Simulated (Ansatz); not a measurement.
# MgO (P6_3mc): relaxing the cell for a phonon run

Wanted: the relaxed cell of MgO (P6_3mc).

Method: DFT PBEsol, scalar-relativistic, plane waves, PAW; PAW set soft_1, in Ansatz 0.2.0.

Most raw output is cut from this account.

## Step 1: The structure

Symmetry: P6_3mc, No. 186, hexagonal system. Conventional cell: a = 3.308 Å, b = 3.308 Å, c = 4.983 Å, α = 90.00°, β = 90.00°, γ = 120.00°. Nearest to Mg lie 4 O at 1.97 to 1.99 Å. Nearest to O lie 4 Mg at 1.97 to 1.99 Å. Farther neighbours and most contacts between anions are not listed.

Coordinates:

```cif
data_structure
_symmetry_space_group_name_H-M 'P 1'
_symmetry_Int_Tables_number 1
_cell_length_a 3.3078
_cell_length_b 3.3078
_cell_length_c 4.9829
_cell_angle_alpha 90.000
_cell_angle_beta 90.000
_cell_angle_gamma 120.000
_cell_volume 47.22
loop_
_atom_site_label
_atom_site_type_symbol
_atom_site_fract_x
_atom_site_fract_y
_atom_site_fract_z
_atom_site_occupancy
Mg1 Mg 0.33333 0.66667 0.00216 1
Mg2 Mg 0.66667 0.33333 0.50216 1
O3 O 0.33333 0.66667 0.40244 1
O4 O 0.66667 0.33333 0.90244 1
```

## Step 2: A coarse first look

First a cheap look: the gap decides the mesh and the occupations, the pressure tells how far the cell has to move.

Input file input.yaml:

```yaml
crystal:
  lattice:
    - [3.3077869865, 0.0, 0.0]
    - [-1.6538934933, 2.8646275606, 0.0]
    - [0.0, 0.0, 4.98288167]
  atoms:
    - { symbol: Mg, position: [0.33333333, 0.66666667, 0.00215974] }
    - { symbol: Mg, position: [0.66666667, 0.33333333, 0.50215974] }
    - { symbol: O, position: [0.33333333, 0.66666667, 0.40244026] }
    - { symbol: O, position: [0.66666667, 0.33333333, 0.90244026] }
kpoints:
  mp_grid: { grid: [6, 6, 4] }
hamiltonian:
  xc: pbesol
  pseudopotentials: { kind: paw, azcp: { folder: soft_1 }, xc_functional: pbe }
scf:
  occupations: { method: gaussian, width: 0.1 }
output:
  forces: true
  stress: true
  eigenvalues: true
```

Run with:

```
> ansatz run input.yaml --threads 4 --pin off --max-ram 16384MiB --backend cpu --events-out ev --progress --plain --runs-dir out
```

Elapsed: 1.2 s, on 4 threads of Arm Neoverse V1, shared host; peak memory 0.29 GiB.

A gap read on the k-mesh alone can miss the band edges.

Numbers from this step:

- pressure: 0.3690 GPa
- gap on the k-mesh: 3.348 eV
- volume per atom: 11.80 Å³
- direct gap on mesh: 3.348 eV

The coarse mesh shows a gap of 3.35 eV and a pressure of 0.4 GPa.

## Step 3: Bringing the structure to rest

Harmonic phonons are second derivatives at a point where the forces vanish, and they are wanted at zero stress, so atoms and cell are relaxed first.

Changes to input.yaml since step 2:

```diff
@@ -11,3 +11,3 @@
 kpoints:
-  mp_grid: { grid: [6, 6, 4] }
+  mp_grid: { grid: [9, 9, 6] }
 hamiltonian:
@@ -16,3 +16,3 @@
 scf:
-  occupations: { method: gaussian, width: 0.1 }
+  occupations: { method: gaussian, width: 0.02 }
 output:
@@ -21 +21,6 @@
   eigenvalues: true
+relax:
+  adjacent_minimum: "off"
+  f_tol: 0.005
+  max_steps: 80
+  cell: { stress_tol: 0.05 }
```

Elapsed: 5.8 s, on 4 threads; peak memory 0.37 GiB.

Relaxation path:

| step | energy less that of the first step (eV) | largest force component (eV/Å) | pressure (GPa) | volume (Å³) |
| --- | --- | --- | --- | --- |
| 1 | 0.0000 | 0.0079 | 0.37 | 47.22 |
| 2 | 0.0000 | 0.0091 | 0.20 | 47.28 |
| 3 | 0.0001 | 0.0085 | -0.05 | 47.40 |
| 4 | 0.0000 | 0.0011 | 0.00 | 47.42 |
| 5* | -0.0004 | 0.0012 | 0.01 | 47.42 |

Relaxation steps marked * repeat the geometry before them on a plane-wave basis chosen anew for their cell, so energy and pressure can jump there.

Forces are held to the 12 operations that the run works with; a distortion that breaks them can't arise in this run.

| conventional cell, symmetrised | before | after | change |
| --- | --- | --- | --- |
| a (Å) | 3.308 | 3.305 | -0.1 % |
| b (Å) | 3.308 | 3.305 | -0.1 % |
| c (Å) | 4.983 | 5.013 | +0.6 % |
| volume (Å³/atom) | 11.80 | 11.85 | +0.4 % |

Final coordinates:

```cif
data_structure
_symmetry_space_group_name_H-M 'P 1'
_symmetry_Int_Tables_number 1
_cell_length_a 3.3048
_cell_length_b 3.3048
_cell_length_c 5.0134
_cell_angle_alpha 90.000
_cell_angle_beta 90.000
_cell_angle_gamma 120.000
_cell_volume 47.42
loop_
_atom_site_label
_atom_site_type_symbol
_atom_site_fract_x
_atom_site_fract_y
_atom_site_fract_z
_atom_site_occupancy
Mg1 Mg 0.33333 0.66667 0.00341 1
Mg2 Mg 0.66667 0.33333 0.50341 1
O3 O 0.33333 0.66667 0.40119 1
O4 O 0.66667 0.33333 0.90119 1
```

Numbers from this step:

```
pressure           : 0.01364 GPa
gap on the k-mesh  : 3.355 eV
volume per atom    : 11.85 Å³
direct gap on mesh : 3.355 eV
```

In this step the volume went from 11.80 to 11.85 Å³/atom.

## Step 4: Tight relaxation

Phonons need a cell at rest on their own settings, so the relaxation is repeated with tight tolerances on forces and stress on the k mesh and occupations of the first response run.

Input file input.yaml:

```yaml
crystal:
  lattice:
    - [3.3047862489, 0.0, 0.0]
    - [-1.6523931245, 2.8620288456, 0.0]
    - [0.0, 0.0, 5.0133672488]
  atoms:
    - { symbol: Mg, position: [0.3333333333, 0.6666666667, 0.0034136906] }
    - { symbol: Mg, position: [0.6666666667, 0.3333333333, 0.5034136906] }
    - { symbol: O, position: [0.3333333333, 0.6666666667, 0.4011863094] }
    - { symbol: O, position: [0.6666666667, 0.3333333333, 0.9011863094] }
kpoints:
  mp_grid: { grid: [9, 9, 6] }
hamiltonian:
  xc: pbesol
  pseudopotentials: { kind: paw, azcp: { folder: soft_1 }, xc_functional: pbe }
scf:
  occupations: { method: fixed }
output:
  forces: true
  stress: true
  eigenvalues: true
  write_density: true
  write_potential: true
  elf: true
  volumetric_format: npy
relax:
  adjacent_minimum: "off"
  f_tol: 0.001
  max_steps: 60
  cell: { stress_tol: 0.01 }
```

Wall time 9.6 s (4 threads); peak memory 0.37 GiB; 35 s of CPU time.

Step by step:

| step | energy less that of the first step (eV) | largest force component (eV/Å) | pressure (GPa) | volume (Å³) |
| --- | --- | --- | --- | --- |
| 1 | 0.0000 | 0.0012 | 0.01 | 47.42 |
| 2 | 0.0000 | 0.0015 | 0.01 | 47.42 |
| 3 | 0.0000 | 0.0011 | 0.00 | 47.43 |
| 4 | 0.0000 | 0.0006 | -0.01 | 47.44 |
| 5 | 0.0000 | 0.0000 | 0.00 | 47.43 |
| 6* | 0.0000 | 0.0000 | 0.00 | 47.43 |
| 7 | 0.0000 | 0.0000 | 0.00 | 47.44 |
| 8* | 0.0000 | 0.0001 | 0.00 | 47.44 |

Relaxation steps marked * repeat the geometry before them on a plane-wave basis chosen anew for their cell, so energy and pressure can jump there.

The run keeps the 12 symmetry operations that it works with, so distortions that break them were not tested.

| conventional cell, symmetrised | before | after | change |
| --- | --- | --- | --- |
| a (Å) | 3.305 | 3.303 | -0.0 % |
| b (Å) | 3.305 | 3.303 | -0.0 % |
| c (Å) | 5.013 | 5.020 | +0.1 % |
| volume (Å³/atom) | 11.85 | 11.86 | +0.0 % |

The relaxed structure:

```
Mg O
1.0
     3.30327    0.00000    0.00000
    -1.65163    2.86071    0.00000
     0.00000    0.00000    5.02012
Mg O
2 2
Cartesian
  0.0000 1.9071 0.0186
  1.6516 0.9536 2.5287
  0.0000 1.9071 2.0125
  1.6516 0.9536 4.5226
```

This step gave:

```
pressure           : -4.76e-6 GPa
gap on the k-mesh  : 3.360 eV
volume per atom    : 11.86 Å³
direct gap on mesh : 3.360 eV
```

ELF in the ac plane at fractional y = 0.333, with atoms of Mg and O within 0.2 Å of it. It is the smooth field of the valence electrons, not physical close to the nuclei.

Ten even steps from '_' (0.01) to '@' (0.83):
```
--________..++%%@@@@%%####@@@@@@%%
++..______::**@@@@@@**====##@@@@%%
++::______--**@@@@@@**--==##@@@@%%
++::______--**%%@@@@%%####%%@@@@%%
++::______--**%%@@@@@@@@@@@@@@@@##
--..______::==##%%@@@@@@@@@@@@%%**
::________..::==**##%%%%%%%%##**==
____________....::::::::::::::::..
__________________________________
__....::....______..::----::..____
__::--==--::____..--==----==::____
..==++**++--..__::==::....----..__
::**####**++..__::--::....----..__
--####%%##**::__..----..::----..__
++##%%%%####==____--==----==::__..
++##%%%%####==..__..::----::____::
++########**++::________________--
++********++==::______________..--
--==++++++==--..______________..::
::----==--::....________________..
__..........__________....________
________________..::::----::....__
______________..--==++****++==::..
____________..==**##%%%%%%%%##++--
..__________::**%%@@@@@@@@@@@@##++
::________..==##@@@@@@@@@@@@@@@@##
```
Columns run along a (3.3 Å), rows up along c (5.0 Å). Atoms in or near the plane, at fractional coordinates: Mg at (0.67, 0.50), O at (0.67, 0.90).

Electrostatic potential energy in the ac plane at fractional y = 0.333, with atoms of Mg and O within 0.2 Å of it. With pseudopotentials it is smooth inside the atoms' cores, unlike the true potential.

Values in eV, 21 rows by 14 columns, each cell a mean:
```
  6   4   3   3   5   6   3 -15 -28 -34 -32 -23  -5   6
  6   5   4   5   6   7   0 -20 -32 -42 -38 -27  -9   6
  8   7   6   6   8   8   2 -17 -30 -37 -34 -25  -6   7
  9   8   8   8   9   9   7  -5 -22 -28 -26 -14   2   9
  9   9   9   9   9   9   9   7   0  -7  -4   4   8   9
  9   9   9   9   9   9   8   7   5   5   5   6   7   8
  8   9   9   9   9   7   6   3  -1  -4  -3   1   4   7
  7   9   9   9   8   6   2  -7 -20 -29 -25 -13  -2   4
  6   8   9   9   7   4  -5 -25 -51 -63 -60 -39 -14   1
  6   8   9   9   7   3 -11 -40 -63 -66 -66 -55 -24  -2
  6   8   9   9   7   3 -10 -40 -63 -66 -66 -55 -24  -2
  7   8   9   9   8   4  -5 -26 -51 -64 -59 -40 -14   1
  8   9   9   9   8   6   2  -8 -22 -33 -29 -15  -2   4
  9  10  10  10   9   8   6   3  -1  -5  -3   1   4   7
  9  10  10  10  10   9   7   6   5   4   4   5   7   8
  9   9   9   9   9   9   9   8   7   7   7   8   8   9
  9   8   8   8   8   9   9   9   9   9   9   9   9   9
  7   6   6   6   7   8   9  10  10  10  10  10   9   9
  6   5   4   4   5   7   9   9  10  10  10  10   9   8
  5   3   2   3   4   6   8   8   6   2   4   7   8   7
  5   3   1   2   4   6   7   1 -13 -20 -17  -6   5   7
```
Columns run along a (3.3 Å; values clipped at the 3rd and 97th percentile), rows up along c (5.0 Å). Atoms in or near the plane, at fractional coordinates: Mg at (0.67, 0.50), O at (0.67, 0.90).

Valence density in the ac plane at fractional y = 0.333, with atoms of Mg and O within 0.2 Å of it. It is the smooth field of the valence electrons, not physical close to the nuclei.

Values in e/Å³, 21 rows by 14 columns, each cell a mean:
```
 0  0  0  0  0  0  1  2  4  6  5  3  1  1
 0  0  0  0  0  0  1  3  5  8  7  4  2  1
 0  0  0  0  0  0  1  2  5  7  6  3  1  1
 0  0  0  0  0  0  1  1  3  4  3  2  1  0
 0  0  0  0  0  0  0  1  1  1  1  1  0  0
 0  0  0  0  0  0  0  0  0  1  1  0  0  0
 0  0  0  0  0  0  0  0  0  0  0  0  0  0
 0  0  0  0  0  0  0  0  1  2  1  1  0  0
 0  0  0  0  0  0  0  1  6 11  9  3  1  0
 0  0  0  0  0  0  0  4 13 24 19  8  1  0
 0  0  0  0  0  0  0  4 13 23 19  8  1  0
 0  0  0  0  0  0  0  2  6 12 10  4  1  0
 0  0  0  0  0  0  0  0  1  2  2  1  0  0
 0  0  0  0  0  0  0  0  0  0  0  0  0  0
 0  0  0  0  0  0  0  0  0  0  0  0  0  0
 0  0  0  0  0  0  0  0  0  0  0  0  0  0
 0  0  0  0  0  0  0  0  0  0  0  0  0  0
 0  0  0  0  0  0  0  0  0  0  0  0  0  0
 0  0  0  0  0  0  0  0  0  0  0  0  0  0
 0  0  0  0  0  0  0  0  1  1  1  1  0  0
 0  0  0  0  0  0  1  1  2  2  2  1  1  0
```
Columns run along a (3.3 Å), rows up along c (5.0 Å). Atoms in or near the plane, at fractional coordinates: Mg at (0.67, 0.50), O at (0.67, 0.90).

The largest force component left is 0.050 meV/Å and the pressure is 0.000 GPa, within the tolerances set. The cell now holds 11.86 Å³/atom.

## Step 5: Outcome

| Property | Result |
| --- | --- |
| space group after relaxation (within 0.01 Å) | P6_3mc |
| lattice constant a | 3.303 Å |
| lattice constant b | 3.303 Å |
| lattice constant c | 5.020 Å |
| volume per atom | 11.9 Å³ |
| gap on the k-mesh | 3.36 eV |

**Reading.** The largest force component left is 0.050 meV/Å and the pressure is 0.000 GPa, within the tolerances set. The cell now holds 11.86 Å³/atom. The relaxation keeps the symmetry of its start, so it says nothing on stability against lower symmetry. The PAW files were made for PBE and serve the other functionals too.

[Logs are printed without paths, hosts, clocks, repeated set-up lines and the standing remarks that a program may print on its own settings, such as how far it seeks lower states.]

[Hosts, paths, dates, database ids (printed as entryN), source tags and the programs' standing remarks are cut or masked in the printed files.]
